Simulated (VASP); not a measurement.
# Ge (Fd-3m) in VASP: further runs, part 2 of 2

VASP 6.6.1.

## Step 3: Relaxation of cell and atoms, r2SCAN

This run uses another cell than the first one, of 22.87 Å³/atom, 1.010 times its volume.

Contents of INCAR:

```
SYSTEM = Ge
ALGO = Normal ; EDIFF = 1E-7
EDIFFG = -0.005 ; ENCUT = 600
IBRION = 2 ; ISIF = 3
ISMEAR = 0 ; LASPH = .True.
LCHARG = .False. ; LMIXTAU = .True.
LREAL = .False. ; LWAVE = .False.
METAGGA = R2SCAN ; NELM = 80
NSW = 90 ; PREC = Accurate
SIGMA = 0.03
```

Contents of KPOINTS:

```
k-points
0
Gamma
  10 10 10
  0 0 0
```

Contents of POSCAR:

```
Ge                                      
1.0
   -0.0000000000      2.8383942277      2.8383942277
    2.8383942277      0.0000000000      2.8383942277
    2.8383942277      2.8383942277     -0.0000000000
  Ge            
     2
Direct
     0.0000000000000000    0.0000000000000000    0.0000000000000000
     0.2500000000000000    0.2500000000000000    0.2500000000000000
```

Potentials or basis: VASP PAW PBE potentials, release 64 (Ge_d).

On the command line:

```sh
$ cat potpaw_PBE.64/Ge_d/POTCAR > POTCAR
$ mpirun -np 1 vasp_std > vasp.out
```

OUTCAR:

```text
SYSTEM = Ge
   EDIFF = 1E-7
   EDIFFG = -0.005
   ENCUT = 600
   IBRION = 2
   ISIF = 3
   ISMEAR = 0
   LASPH = .True.
   LREAL = .False.
   METAGGA = R2SCAN
   NELM = 80
   NSW = 90
   PREC = Accurate

 ion  position               nearest neighbor table
   1  0.000  0.000  0.000-   2 2.46   2 2.46   2 2.46   2 2.46
   2  0.250  0.250  0.250-   1 2.46   1 2.46   1 2.46   1 2.46

  LATTYP: Found a face centered cubic cell.
 ALAT       =     5.6767884554

  Lattice vectors:

 A1 = (   0.0000000000,   2.8383942277,   2.8383942277)
 A2 = (   2.8383942277,   0.0000000000,   2.8383942277)
 A3 = (   2.8383942277,   2.8383942277,   0.0000000000)

Analysis of symmetry for initial positions (statically):
=====================================================================
 Subroutine PRICEL returns:
 Original cell was already a primitive cell.

 Routine SETGRP: Setting up the symmetry group for a
 face centered cubic supercell.

 Subroutine GETGRP returns: Found 48 space group operations
 (whereof 24 operations were pure point group operations)
 out of a pool of 48 trial point group operations.

The static configuration has the point symmetry T_d .
 The point group associated with its full space group is O_h .

Analysis of symmetry for dynamics (positions and initial velocities):
=====================================================================
 Subroutine PRICEL returns:
 Original cell was already a primitive cell.

 Routine SETGRP: Setting up the symmetry group for a
 face centered cubic supercell.

 Subroutine GETGRP returns: Found 48 space group operations
 (whereof 24 operations were pure point group operations)
 out of a pool of 48 trial point group operations.

The dynamic configuration has the point symmetry T_d .
 The point group associated with its full space group is O_h .

 Subroutine INISYM returns: Found 48 space group operations
 (whereof 24 operations are pure point group operations),
 and found     1 'primitive' translations

----------------------------------------------------------------------------------------

                                     Primitive cell

  volume of cell :      45.7349

  direct lattice vectors                    reciprocal lattice vectors
     0.000000000  2.838394228  2.838394228    -0.176155939  0.176155939  0.176155939
     2.838394228  0.000000000  2.838394228     0.176155939 -0.176155939  0.176155939
     2.838394228  2.838394228  0.000000000     0.176155939  0.176155939 -0.176155939

  length of vectors
     4.014095612  4.014095612  4.014095612     0.305111036  0.305111036  0.305111036

  position of ions in fractional coordinates (direct lattice)
     0.000000000  0.000000000  0.000000000
     0.250000000  0.250000000  0.250000000

  ion indices of the primitive-cell ions
   primitive index   ion index
                 1           1
                 2           2

----------------------------------------------------------------------------------------

 KPOINTS: k-points

Automatic generation of k-mesh.
 Grid dimensions read from file:
 generate k-points for:   10   10   10

 Generating k-lattice:

  Cartesian coordinates                     Fractional coordinates (reciprocal lattice)
    -0.017615594  0.017615594  0.017615594     0.100000000  0.000000000  0.000000000
     0.017615594 -0.017615594  0.017615594     0.000000000  0.100000000  0.000000000
     0.017615594  0.017615594 -0.017615594     0.000000000  0.000000000  0.100000000

  Length of vectors
     0.030511104  0.030511104  0.030511104

  Shift w.r.t. Gamma in fractional coordinates (k-lattice)
     0.000000000  0.000000000  0.000000000

 Subroutine IBZKPT returns following result:
 ===========================================

 Found     47 irreducible k-points:

 Following reciprocal coordinates:
            Coordinates               Weight
  0.000000  0.000000  0.000000      1.000000
  0.100000  0.000000  0.000000      8.000000
  0.200000  0.000000  0.000000      8.000000
  0.300000  0.000000  0.000000      8.000000
  0.400000  0.000000  0.000000      8.000000
  0.500000  0.000000  0.000000      4.000000
[... 16 lines left out ...]
  0.300000  0.300000  0.000000      6.000000
  0.400000  0.300000  0.000000     24.000000
 [... further k-points ...]
   k-points           NKPTS =     47   k-points in BZ     NKDIM =     47   number of bands    NBANDS=     18
   number of dos      NEDOS =    301   number of ions     NIONS =      2
   total plane-waves  NPLWV =  32768
   dimension x,y,z NGX =    32 NGY =   32 NGZ =   32
   dimension x,y,z NGXF=    64 NGYF=   64 NGZF=   64
   ions per type =               2
   NGX,Y,Z   is equivalent  to a cutoff of  13.25, 13.25, 13.25 a.u.
   NGXF,Y,Z  is equivalent  to a cutoff of  26.51, 26.51, 26.51 a.u.
 SYSTEM =  Ge
   PREC   = accura    normal or accurate (medium, high low for compatibility)
   ISTART =      0    job   : 0-new  1-cont  2-samecut
   ICHARG =      2    charge: 1-file 2-atom 10-const
   ISPIN  =      1    spin polarized calculation?
   LNONCOLLINEAR =      F non collinear calculations
   LSORBIT =      F    spin-orbit coupling
   LASPH  =      T    aspherical Exc in radial PAW
   ENCUT  =  600.0 eV  44.10 Ry    6.64 a.u.   8.02  8.02  8.02*2*pi/ulx,y,z
   NELM   =     80;   NELMIN=  2; NELMDL= -5     # of ELM steps
   EDIFF  = 0.1E-06   stopping-criterion for ELM
   LREAL  =      F    real-space projection
   EDIFFG = -.5E-02   stopping-criterion for IOM
   NSW    =     90    number of steps for IOM
   IBRION =      2    ionic relax: 0-MD 1-quasi-New 2-CG
   NFREE  =      1    steps in history (QN), initial steepest desc. (CG)
   ISIF   =      3    stress and relaxation
   ISYM   =      2    0-nonsym 1-usesym 2-fastsym
   POTIM  = 0.5000    time-step for ionic-motion
   TEBEG  =    0.0;   TEEND  =   0.0 temperature during run
   PSTRESS=    0.0 pullay stress
   NELECT =      28.0000    total number of electrons
   NUPDOWN=      -1.0000    fix difference up-down
   EMIN   =  10.00;   EMAX   =-10.00  energy-range for DOS
   EFERMI =   0.00;   METHOD = LEGACY
   ISMEAR =     0;   SIGMA  =   0.03  broadening in eV -4-tet -1-fermi 0-gaus
   EFERMI_NEDOS =   21; number of points for ismear=-14 and -15
   IALGO  =     38    algorithm
   IMIX   =      4    mixing-type and parameters
     AMIX     =   0.40;   BMIX     =  1.00
     AMIX_MAG =   1.60;   BMIX_MAG =  1.00
  volume/ion in A,a.u.               =      22.87       154.32
  Fermi-wavevector in a.u.,A,eV,Ry     =   1.390096  2.626901 26.291448  1.932367
  Thomas-Fermi vector in A             =   2.514064
   LORBIT       =      0    0 simple, 1 ext, 2 COOP (PROOUT), +10 PAW based schemes
   METAGGA = R2SCAN    functional components
   LHFCALC =     F    Hartree Fock is set to
   AEXX    =    0.0000 exact exchange contribution
   IVDW    =     0    specifies the selected vdW correction
   LEPSILON=     F    determine dielectric tensor
   LRPA    =     F    only Hartree local field effects (RPA)
 conjugate gradient relaxation of ions
 non-spin polarized calculation
 Gauss-broadening in eV      SIGMA  =   0.03
  energy-cutoff  :      600.00
  volume of cell :       45.73
 maximum number of plane-waves:      1542
   NGX = 17   NGY = 17   NGZ = 17

 number of electron      28.0000020 magnetization

 Free energy of the ion-electron system (eV)
  ---------------------------------------------------
  ext. energy  EPLUGINS =         0.00000000
  ---------------------------------------------------
  free energy    TOTEN  =       -27.74402181 eV

  energy without entropy =      -27.74402181  energy(sigma->0) =      -27.74402181

 E-fermi :   4.8386     XC(G=0): -10.7670

 val. band max:        4.7027232948   @ k =   0.0000   0.0000   0.0000
 cond. band min:       5.0105845436   @ k =   0.0000   0.0000   0.0000
 fundamental gap:      0.3078612488
 Fermi energy:         4.8385918109

 k-point     1 :       0.0000    0.0000    0.0000
  band No.  band energies     occupation
      1     -20.7774      2.00000
      2     -20.7774      2.00000
      3     -20.7774      2.00000
      4     -20.7387      2.00000
      5     -20.7387      2.00000
      6     -20.5267      2.00000
[... 10 lines left out ...]
     17       7.4123      0.00000
     18       7.4123      0.00000
[... 463 lines left out ...]
 k-point    24 :       0.4000    0.3000    0.0000
  band No.  band energies     occupation
      1     -20.8115      2.00000
      2     -20.8056      2.00000
      3     -20.7611      2.00000
      4     -20.6735      2.00000
      5     -20.6553      2.00000
      6     -20.6296      2.00000
[... 10 lines left out ...]
     17      11.7880      0.00000
     18      12.3183      0.00000

 [... further k-points ...]
[... 5 lines left out ...]
  --------------------------------------------------------------------------------------
  -------------------------------------------------------------------------------------
  Total        0.0019354      0.0019354      0.0019354      0.0000000      0.0000000      0.0000000
  in kB        0.0677990      0.0677990      0.0677990      0.0000000      0.0000000      0.0000000
  external PRESSURE =       0.0677990 kB  Pullay stress =       0.0000000 kB

 VOLUME and BASIS-vectors are now :
 -----------------------------------------------------------------------------
  energy-cutoff  :      600.00
  volume of cell :       45.73
      direct lattice vectors                 reciprocal lattice vectors
     0.000000000  2.838394228  2.838394228    -0.176155939  0.176155939  0.176155939
     2.838394228  0.000000000  2.838394228     0.176155939 -0.176155939  0.176155939
     2.838394228  2.838394228  0.000000000     0.176155939  0.176155939 -0.176155939

 POSITION                                       TOTAL-FORCE (eV/Angst)
 -----------------------------------------------------------------------------------
      0.00000      0.00000      0.00000        -0.000000     -0.000000     -0.000000
      1.41920      1.41920      1.41920         0.000000      0.000000      0.000000
 -----------------------------------------------------------------------------------
    total drift:                               -0.000000     -0.000000      0.000000

  FREE ENERGIE OF THE ION-ELECTRON SYSTEM (eV)
  ---------------------------------------------------
  free  energy   TOTEN  =       -27.7440218078 eV

  energy  without entropy=      -27.7440218078  energy(sigma->0) =      -27.74402181

 reached required accuracy - stopping structural energy minimisation
```

Run time: 2.1 min. Hardware: 1 thread of Intel Xeon Platinum 8259CL at 2.50GHz (Skylake/Cascade Lake), shared host; peak memory 0.2 GiB.

What came out:

| Quantity | Value |
| --- | --- |
| Free energy | -27.7440 eV |
| Pressure after relaxing | 0.0 GPa |
| Band gap on the k mesh | 0.31 eV, direct |

Final structure:
```xyz
2
Lattice="0.0000 2.8384 2.8384 2.8384 0.0000 2.8384 2.8384 2.8384 0.0000" Properties=species:S:1:pos:R:3 pbc="T T T"
Ge    0.0000    0.0000    0.0000
Ge    1.4192    1.4192    1.4192
```

Caveat: the relaxation stopped at its first step, so nothing moved; the PAW data sets were made with another functional, which shifts forces and pressure a little. A k mesh can miss the band edges.
